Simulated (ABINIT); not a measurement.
# A GW chain in ABINIT: BaS (Fm-3m), part 2 of 3

How does a plane-wave GW calculation on BaS (Fm-3m) run from the first input to the gap?

ABINIT 10.8.3; PBE and many-body steps on it, plane waves. Known limits of the many-body steps: not at the basis limit; no spin-orbit coupling.

So far. Step 2 (Ground state): The gap is indirect, with the least direct gap 0.13 eV higher.

## Step 3: Bands along the symmetry lines

Level of this step: DFT, PBE, plane waves, norm-conserving pseudopotentials (ABINIT).

The cheap functional maps the bands first; the places of the edges decide which points the dearer methods must see.

Contents of run.abi:

```
acell 3*1.0 Angstrom
rprim 
  0.000000000000 3.193750000000 3.193750000000
  3.193750000000 0.000000000000 3.193750000000
  3.193750000000 3.193750000000 0.000000000000
ntypat 2
znucl 56 16
natom 2
typat 1 2
xred 
  0.000000000000 0.000000000000 0.000000000000
  0.500000000000 0.500000000000 0.500000000000
pp_dirpath "pseudos"
pseudos "Ba.upf, S.upf"
ecut 20
iscf -2
irdden 1
kptopt 0
nkpt 50
kpt 
  0.00000000 0.00000000 0.00000000
  0.06250000 0.00000000 0.06250000
  0.12500000 0.00000000 0.12500000
  0.18750000 0.00000000 0.18750000
  0.25000000 0.00000000 0.25000000
  0.31250000 0.00000000 0.31250000
  0.37500000 0.00000000 0.37500000
  0.43750000 0.00000000 0.43750000
  0.50000000 0.00000000 0.50000000
  0.51562500 0.03125000 0.51562500
  0.53125000 0.06250000 0.53125000
  0.54687500 0.09375000 0.54687500
  0.56250000 0.12500000 0.56250000
  0.57812500 0.15625000 0.57812500
  0.59375000 0.18750000 0.59375000
  0.60937500 0.21875000 0.60937500
  0.62500000 0.25000000 0.62500000
  0.37500000 0.37500000 0.75000000
  0.32812500 0.32812500 0.65625000
  0.28125000 0.28125000 0.56250000
  0.23437500 0.23437500 0.46875000
  0.18750000 0.18750000 0.37500000
  0.14062500 0.14062500 0.28125000
  0.09375000 0.09375000 0.18750000
  0.04687500 0.04687500 0.09375000
  0.00000000 0.00000000 0.00000000
  0.06250000 0.06250000 0.06250000
  0.12500000 0.12500000 0.12500000
  0.18750000 0.18750000 0.18750000
  0.25000000 0.25000000 0.25000000
  0.31250000 0.31250000 0.31250000
  0.37500000 0.37500000 0.37500000
  0.43750000 0.43750000 0.43750000
  0.50000000 0.50000000 0.50000000
  0.50000000 0.46875000 0.53125000
  0.50000000 0.43750000 0.56250000
  0.50000000 0.40625000 0.59375000
  0.50000000 0.37500000 0.62500000
  0.50000000 0.34375000 0.65625000
  0.50000000 0.31250000 0.68750000
  0.50000000 0.28125000 0.71875000
  0.50000000 0.25000000 0.75000000
  0.50000000 0.21875000 0.71875000
  0.50000000 0.18750000 0.68750000
  0.50000000 0.15625000 0.65625000
  0.50000000 0.12500000 0.62500000
  0.50000000 0.09375000 0.59375000
  0.50000000 0.06250000 0.56250000
  0.50000000 0.03125000 0.53125000
  0.50000000 0.00000000 0.50000000
istwfk *1
nband 15
nbdbuf 2
tolwfr 1e-08
nstep 40
prtwf 0
prtvol 0
indata_prefix "in"
outdata_prefix "out"
tmpdata_prefix "tmp"
```

Run with:

```
OMP_NUM_THREADS=1 mpirun -n 4 abinit run.abi > log
```

Numbers of over 12 decimals in the logs are rounded to 6 here.

Output:

```text
.Version 10.8.3 of ABINIT. v10.8.2 released Aug 2026.

 Symmetries : space group Fm -3 m (#225); Bravais cF (face-center cubic)
[... echo of the input left out ...]
== DATASET  1 ==================================================================
-   mpi_nproc: 4, omp_nthreads: 1 (-1 if OMP is not activated)

--- !DatasetInfo
iteration_state: {dtset: 1, }
dimensions: {natom: 2, nkpt: 50, mband: 15, nsppol: 1, nspinor: 1, nspden: 1, mpw: 1899, }
cutoff_energies: {ecut:  20.0, pawecutdg:  -1.0, }
electrons: {nelect:   1.60000000E+01, charge:   0.00000000E+00, occopt:   1.00000000E+00, tsmear:   1.00000000E-02, }

 Real(R)+Recip(G) space primitive vectors, cartesian coordinates (Bohr,Bohr^-1):
 R(1)=  0.0000000  6.0353128  6.0353128  G(1)= -0.0828457  0.0828457  0.0828457
 R(2)=  6.0353128  0.0000000  6.0353128  G(2)=  0.0828457 -0.0828457  0.0828457
 R(3)=  6.0353128  6.0353128  0.0000000  G(3)=  0.0828457  0.0828457 -0.0828457
 Unit cell volume ucvol=  4.3967255E+02 bohr^3
 Angles (23,13,12)=  6.00000000E+01  6.00000000E+01  6.00000000E+01 degrees

 getcut: wavevector=  0.0000  0.0000  0.0000  ngfft=  36  36  36
         ecut(hartree)=     20.000   => boxcut(ratio)=   2.09511

--- Pseudopotential description ------------------------------------------------
- Ba Generated using ONCVPSP code by D. R. Hamann
- 56.00000  10.00000  171031                  znucl, zion, pspdat
12 -101130 2 -1 1958                          pspcod,pspxc,lmax,lloc,mmax
     nproj     2     2     2
  pspatm : epsatm=   26.75150155
         --- l  ekb(1:nproj) -->
             0    6.667868    0.674319
             1    5.008801    0.408242
             2    2.532546    0.415477
 pspatm: atomic psp has been read  and splines computed

- S Generated using ONCVPSP code by D. R. Hamann
- 16.00000   6.00000  171031                  znucl, zion, pspdat
12 -101130 2 -1 1146                          pspcod,pspxc,lmax,lloc,mmax
     nproj     2     2     2
  pspatm : epsatm=    9.01821529
         --- l  ekb(1:nproj) -->
[...]
pspatm: atomic psp has been read  and splines computed

--------------------------------------------------------------------------------

================================================================================
 prteigrs : about to open file out_EIG
 Non-SCF case, kpt    1 (  0.00000  0.00000  0.00000), residuals and eigenvalues=
  3.22E-09  4.14E-09  3.63E-09  9.50E-09  5.93E-09  2.89E-09  3.98E-09  7.09E-09
  1.84E-09  1.60E-09  3.52E-09  4.33E-09  7.70E-09  9.35E-09  3.15E-09
 -8.2223E-01 -2.7251E-01 -2.7251E-01 -2.7251E-01 -2.4447E-01  1.3525E-01
  1.3525E-01  1.3525E-01  2.6850E-01  2.7880E-01  2.7880E-01  2.7880E-01
[...]
Non-SCF case, kpt    2 (  0.06250  0.00000  0.06250), residuals and eigenvalues=
  3.81E-09  7.40E-09  2.23E-09  7.49E-09  5.38E-09  9.22E-09  4.82E-09  3.32E-09
[...]
5.10E-09  3.61E-09  6.89E-09  7.17E-09  3.36E-09  3.92E-09  1.31E-09  4.17E-09
  7.78E-09  2.48E-09  3.98E-09  7.10E-09  7.97E-09  3.69E-09  6.52E-09
[...]
Non-SCF case, kpt   49 (  0.50000  0.03125  0.53125), residuals and eigenvalues=
[...]
Non-SCF case, kpt   50 (  0.50000  0.00000  0.50000), residuals and eigenvalues=
[...]
-8.2012E-01 -2.9025E-01 -2.7952E-01 -2.7952E-01 -2.4119E-01  1.1695E-01
  1.3062E-01  1.3062E-01  2.1412E-01  3.5455E-01  3.5784E-01  4.1215E-01
[...]
--- !ResultsGS
iteration_state: {dtset: 1, }
comment   : Summary of ground state results
lattice_vectors:
- [  0.0000000,   6.0353128,   6.0353128, ]
- [  6.0353128,   0.0000000,   6.0353128, ]
- [  6.0353128,   6.0353128,   0.0000000, ]
lattice_lengths: [   8.53522,    8.53522,    8.53522, ]
lattice_angles: [ 60.000,  60.000,  60.000, ] # degrees, (23, 13, 12)
lattice_volume:   4.3967255E+02
convergence: {deltae:  0.000E+00, res2:  0.000E+00, residm:  9.888E-09, diffor:  0.000E+00, }
etotal    :  -3.92812303E+01
entropy   :   0.00000000E+00
fermie    :   1.35251724E-01
cartesian_stress_tensor: null
pressure_GPa: null
xred      :
- [  0.0000E+00,   0.0000E+00,   0.0000E+00, Ba]
- [  5.0000E-01,   5.0000E-01,   5.0000E-01,  S]
cartesian_forces: null
force_length_stats: {min: null, max: null, mean: null, }

 Integrated electronic density in atomic spheres:
 ------------------------------------------------
 Atom  Sphere_radius  Integrated_density
[...]
================================================================================

 ----iterations are completed or convergence reached----

 Mean square residual over all n,k,spin=   44.410E-10; max=  98.884E-10
 reduced coordinates (array xred) for    2 atoms
       0.000000000000      0.000000000000      0.000000000000
       0.500000000000      0.500000000000      0.500000000000

 cartesian coordinates (angstrom) at end:
    1      0.000000     0.000000     0.000000
    2      3.193750     3.193750     3.193750
 length scales=  1.889726125908  1.889726125908  1.889726125908 bohr
              =  1.000000000000  1.000000000000  1.000000000000 angstroms
 prteigrs : about to open file out_EIG
 Eigenvalues (hartree) for nkpt=  50  k points:
 kpt#   1, nband= 15, wtk=  1.00000, kpt=  0.0000  0.0000  0.0000 (reduced coord)
[...]
kpt#   2, nband= 15, wtk=  1.00000, kpt=  0.0625  0.0000  0.0625 (reduced coord)
[...]
kpt#   3, nband= 15, wtk=  1.00000, kpt=  0.1250  0.0000  0.1250 (reduced coord)
[...]
kpt#  49, nband= 15, wtk=  1.00000, kpt=  0.5000  0.0313  0.5313 (reduced coord)
  -0.82012   -0.29015   -0.28021   -0.27962   -0.24023    0.11692    0.12902    0.13011
   0.21576    0.35578    0.35988    0.40673    0.41218    0.41642    0.45192
 kpt#  50, nband= 15, wtk=  1.00000, kpt=  0.5000  0.0000  0.5000 (reduced coord)
  -0.82012   -0.29025   -0.27952   -0.27952   -0.24119    0.11695    0.13062    0.13062
   0.21412    0.35455    0.35784    0.41215    0.41215    0.41678    0.44780

== END DATASET(S) ==============================================================
================================================================================

 -outvars: echo values of variables after computation  --------
            nband          15
             nkpt          50
          spgroup         225
 [... the other variables as echoed above ...]

 Calculation completed.
```

The job ended after 8 s (4 MPI ranks of Arm Neoverse V1, shared host; peak memory 0.26 GiB; 32 s of CPU time).

This step gave:

```yaml
gap: 2.146 eV
k_of_the_valence_top: 0, 0, 0
k_of_the_conduction_bottom: 0.5, 0, 0.5
least_direct_gap: 2.272 eV
```

The gap is 2.146 eV, as in the run before at this level.

Electronic bands along the path, in eV, zero at the top of the highest filled band; v1 is the highest filled band, c1 the lowest empty one:

```csv
point,v4,v3,v2,v1,c1,c2,c3,c4
Γ,-10.33,0.00,0.00,0.00,3.63,3.91,3.91,3.91
halfway,-9.73,-1.27,-0.16,-0.16,2.83,4.73,5.32,5.76
X,-10.24,-0.50,-0.13,-0.13,2.15,5.97,6.06,7.53
halfway,-10.07,-0.50,-0.40,-0.27,2.48,6.33,6.36,6.88
U,-9.74,-0.92,-0.59,-0.51,3.32,5.97,6.63,6.78
jump to K,-9.74,-0.92,-0.59,-0.51,3.32,5.97,6.63,6.78
halfway,-9.47,-1.38,-0.86,-0.32,4.09,4.74,5.02,5.91
Γ,-10.33,0.00,0.00,0.00,3.63,3.91,3.91,3.91
halfway,-9.56,-1.13,-0.61,-0.61,4.12,4.78,4.78,5.41
L,-9.10,-1.90,-1.06,-1.06,5.58,5.67,6.35,6.35
halfway,-9.40,-1.45,-0.84,-0.76,4.70,4.89,6.69,6.91
W,-9.70,-1.10,-0.47,-0.47,4.30,4.30,6.33,6.90
halfway,-9.95,-0.65,-0.51,-0.29,2.79,6.13,6.18,6.91
X,-10.24,-0.50,-0.13,-0.13,2.15,5.97,6.06,7.53
```

The electronic bands as a text plot (rows in eV, shown from -8.0 to 4.8 only):

```
    4.6 |+ +++++            +++++++++ ++   +++++      ++++++
    4.0 |++++              +    +++++++++++++              +
    3.5 |+ ++             +           ++                    +
    3.0 |    +++         +                                   +
    2.4 |       +++++ +++                                     +++
    1.9 |            +
    1.4 |
    0.8 |
    0.3 |
   -0.2 |***********************************             ********
   -0.8 |  **     ***   *************      ****** *******   **
   -1.3 |    *****         ********         ***  *    ******
   -1.9 |                                      *******
   -2.4 |
   -2.9 |
   -3.5 |
   -4.0 |
   -4.5 |
   -5.1 |
   -5.6 |
   -6.1 |
   -6.7 |
   -7.2 |
   -7.7 |
         Γ           X  U|K            Γ         L        W     X
```

## Step 4: Empty states on the mesh, 4×4×4 mesh, 498 bands

The sums over transitions need many empty states on a uniform mesh; this step solves for them.

Contents of run.abi:

```
acell 3*1.0 Angstrom
rprim 
  0.000000000000 3.193750000000 3.193750000000
  3.193750000000 0.000000000000 3.193750000000
  3.193750000000 3.193750000000 0.000000000000
ntypat 2
znucl 56 16
natom 2
typat 1 2
xred 
  0.000000000000 0.000000000000 0.000000000000
  0.500000000000 0.500000000000 0.500000000000
pp_dirpath "pseudos"
pseudos "Ba.upf, S.upf"
ecut 20
ngkpt 4 4 4
nshiftk 1
shiftk 0 0 0
kptopt 1
chksymbreak 0
irdden 1
istwfk *1
nband 498
prtvol 0
optdriver 6
gwr_task "HDIAGO"
paral_kgb 0
occopt 1
indata_prefix "in"
outdata_prefix "out"
tmpdata_prefix "tmp"
```

Output:

```text
[banner, memory and clock lines left out]
.Version 10.8.3 of ABINIT. v10.8.2 released Aug 2026.

 Symmetries : space group Fm -3 m (#225); Bravais cF (face-center cubic)
[... echo of the input left out ...]
== DATASET  1 ==================================================================
-   mpi_nproc: 4, omp_nthreads: 1 (-1 if OMP is not activated)

--- !DatasetInfo
iteration_state: {dtset: 1, }
dimensions: {natom: 2, nkpt: 8, mband: 498, nsppol: 1, nspinor: 1, nspden: 1, mpw: 1893, }
cutoff_energies: {ecut:  20.0, pawecutdg:  -1.0, }
electrons: {nelect:   1.60000000E+01, charge:   0.00000000E+00, occopt:   1.00000000E+00, tsmear:   1.00000000E-02, }

.Using double precision arithmetic; gwpc =  8

- Reading GS density from: in_DEN

--- Pseudopotential description ------------------------------------------------
- Ba Generated using ONCVPSP code by D. R. Hamann
- 56.00000  10.00000  171031                  znucl, zion, pspdat
12 -101130 2 -1 1958                          pspcod,pspxc,lmax,lloc,mmax
     nproj     2     2     2
  pspatm : epsatm=   26.75150155
         --- l  ekb(1:nproj) -->
             0    6.667868    0.674319
             1    5.008801    0.408242
             2    2.532546    0.415477
 pspatm: atomic psp has been read  and splines computed

- S Generated using ONCVPSP code by D. R. Hamann
- 16.00000   6.00000  171031                  znucl, zion, pspdat
12 -101130 2 -1 1146                          pspcod,pspxc,lmax,lloc,mmax
     nproj     2     2     2
  pspatm : epsatm=    9.01821529
         --- l  ekb(1:nproj) -->
             0    6.763951    0.574108
             1    3.227080    0.887329
             2   -3.547662   -0.986524
 pspatm: atomic psp has been read  and splines computed

   5.72315469E+02                                ecore*ucvol(ha*bohr**3)

 Total charge density [el/Bohr^3]
)     Maximum=    2.2007E-01  at reduced coord.    0.1667    0.8611    0.9722
)     Minimum=    4.6234E-04  at reduced coord.    0.0000    0.0000    0.0000
   Integrated=    1.6000E+01

 === KS gaps after direct diagonalization ===
 Indirect band gap semiconductor
 Fundamental gap:     2.146 (eV)
   VBM:     3.680 (eV) at k: [ 0.0000E+00,  0.0000E+00,  0.0000E+00]
   CBM:     5.827 (eV) at k: [ 5.0000E-01,  5.0000E-01,  0.0000E+00]
 Direct gap:         2.272 (eV) at k: [ 5.0000E-01,  5.0000E-01,  0.0000E+00]

== END DATASET(S) ==============================================================

 -outvars: echo values of variables after computation  --------
           etotal      0.0000000000E+00
            nband         498
             nkpt           8
          spgroup         225
 [... the other variables as echoed above ...]

 Calculation completed.
```

It took 17 s on 4 MPI ranks; peak memory 1.1 GiB.

This step gave:

```
gap                                                           : 2.146 eV
k of the valence top                                          : 0, 0, 0
k of the conduction bottom                                    : 0.5, 0.5, 0
least direct gap                                              : 2.272 eV
k points computed                                             : 8
lowest point of the top converged band, above the valence top : 204.5452 eV
```

On this mesh the gap is 2.146 eV.

## Step 5: Screening, 4×4×4 mesh, 490 bands, screening to 261.2 eV

The RPA dielectric matrix is built and inverted for each q.

This step: RPA screening on PBE, plane waves, norm-conserving pseudopotentials.

run.abi: that of step 4 with these lines changed.

```diff
@@ -20,10 +20,11 @@
 chksymbreak 0
-irdden 1
 istwfk *1
-nband 498
-prtvol 0
-optdriver 6
-gwr_task "HDIAGO"
-paral_kgb 0
 occopt 1
+irdwfk 1
+optdriver 3
+nband 490
+ecuteps 9.6
+inclvkb 2
+awtr 1
+symchi 1
 indata_prefix "in"
```

Output:

```text
.Version 10.8.3 of ABINIT. v10.8.2 released Aug 2026.

 Symmetries : space group Fm -3 m (#225); Bravais cF (face-center cubic)
[... echo of the input left out ...]
== DATASET  1 ==================================================================
-   mpi_nproc: 4, omp_nthreads: 1 (-1 if OMP is not activated)

--- !DatasetInfo
iteration_state: {dtset: 1, }
dimensions: {natom: 2, nkpt: 8, mband: 490, nsppol: 1, nspinor: 1, nspden: 1, mpw: 1893, }
cutoff_energies: {ecut:  20.0, pawecutdg:  -1.0, }
electrons: {nelect:   1.60000000E+01, charge:   0.00000000E+00, occopt:   1.00000000E+00, tsmear:   1.00000000E-02, }

 SCREENING: Calculation of the susceptibility and dielectric matrices

 Based on a program developped by R.W. Godby, V. Olevano, G. Onida, and L. Reining.
 Incorporated in ABINIT by V. Olevano, G.-M. Rignanese, and M. Torrent.
.Using double precision arithmetic ; gwpc =  8

[... cell and pseudopotentials left out ...]
--------------------------------------------------------------------------------

 ==== K-mesh for the wavefunctions ====
 Number of points in the irreducible wedge :     8
[... list of points left out ...]
 Together with 48 symmetry operations and time-reversal symmetry
 yields    64 points in the full Brillouin Zone.

 ==== Q-mesh for the screening function ====
 Number of points in the irreducible wedge :     8
[... list of points left out ...]
 Together with 48 symmetry operations and time-reversal symmetry
 yields    64 points in the full Brillouin Zone.

 setmesh: FFT mesh size selected  =    30x   30x   30
          total number of points  =        27000

 vcoul_init : cutoff-mode = AUXILIARY_FUNCTION
 q-points for optical limit:   1
     1)      0.000010    0.000020    0.000030

- screening: taking advantage of time-reversal symmetry
- Maximum band index for partially occupied states nbvw = 8
- Remaining bands to be divided among processors   nbcw = 482
- Number of bands treated by each node ~120

 Number of electrons calculated from density =   16.0000; Expected =   16.0000
 average of density, n =  0.036391
 r_s =    1.8720
 omega_plasma =   18.4014 [eV]

 calculating chi0 at frequencies [eV] :
  1    0.000000E+00    0.000000E+00
  2    0.000000E+00    1.840140E+01

--------------------------------------------------------------------------------
  q-point number  1        q = ( 0.000000, 0.000000, 0.000000) [r.l.u.]
--------------------------------------------------------------------------------
[... chi0 elements left out ...]
 For q-point:  0.000010 0.000020 0.000030
  dielectric constant =   4.7383
  dielectric constant without local fields =   5.5895

  Average fulfillment of the sum rule on Im[epsilon] for q-point    1 :     99.18  [%]
[... wings left out ...]
  q-point number  2        q = ( 0.250000, 0.000000, 0.000000) [r.l.u.]
--------------------------------------------------------------------------------
[... chi0 elements left out ...]
  Average fulfillment of the sum rule on Im[epsilon] for q-point    2 :    102.11  [%]

 [... 6 further q-points ...]
```

Elapsed: 4.6 min, on 4 MPI ranks; peak memory 2.3 GiB; 18 min of CPU time.

This step gave:

| Item | Value |
| --- | --- |
| ε∞ with local fields, on this mesh, along the program's q direction | 4.738 |
| the same without local fields | 5.590 |
| plasma frequency | 18.40 eV |
| plane waves in the screening matrix | 609 |

Local fields lower ε∞ by 15 %.

[end of part 2 of 3]

[Paths, hosts, dates, memory and timing lines, banners, echoed tables and standing remarks are left out of the program output.]

[Logs are printed without paths, hosts, clocks, repeated set-up lines and the standing remarks that a program may print on its own settings, such as how far it seeks lower states.]

[Runs of the session that timed out or met a known fault of the program may be left out.]

[Hosts, paths, dates, database ids (printed as entryN), source tags and the programs' standing remarks are cut or masked in the printed files.]

[G0W0 gaps are taken among the corrected bands and points alone; a level outside them can change the order at an edge.]

[Where Ansatz stands beside ABINIT at settings called matched, ABINIT's density can come from a denser mesh and the files from another edition; pairs whose starting gaps differed by over 0.03 eV were left out, so agreement reads better than it is.]
